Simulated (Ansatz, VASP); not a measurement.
# One calculation of ZnO, two programs

```
Zn O
1.0
     3.20798    0.00000    0.00000
    -1.60399    2.77819    0.00000
     0.00000    0.00000    5.17651
Zn O
2 2
Cartesian
  0.0000 1.8521 0.0078
  1.6040 0.9261 2.5961
  0.0000 1.8521 1.9701
  1.6040 0.9261 4.5584
```

Alike in both runs: functional PBE; dispersion D4; k mesh 8 × 8 × 6; occupations gaussian, width 0.05 eV; no spin polarisation.

Ansatz relaxed the structure, and its values are those at the end. VASP's run is a single point on that final structure, the one shown.

|  | VASP | Ansatz |
| --- | --- | --- |
| version | VASP 6.6.1 | Ansatz 0.2.0 |
| potentials or method | VASP PAW PBE potentials, release 64 (Zn, O) | scalar-relativistic, plane waves, PAW |
| plane-wave cutoff (eV) | 520 | 420 |
| valence electrons in the cell | 36 | 36 |

Ansatz gave:

| Quantity | Value |
| --- | --- |
| gap on the k mesh at the Fermi level (eV) | 0.84 |
| least direct gap on the mesh (eV) | 0.84 |
| pressure (GPa) | 6.2 |
| dispersion energy (meV/atom) | -246.9 |

Q: Which values does VASP return?

A: gap on the k mesh at the Fermi level (eV): 0.82; least direct gap on the mesh (eV): 0.82; pressure (GPa): 7.5; dispersion energy (meV/atom): -246.8.
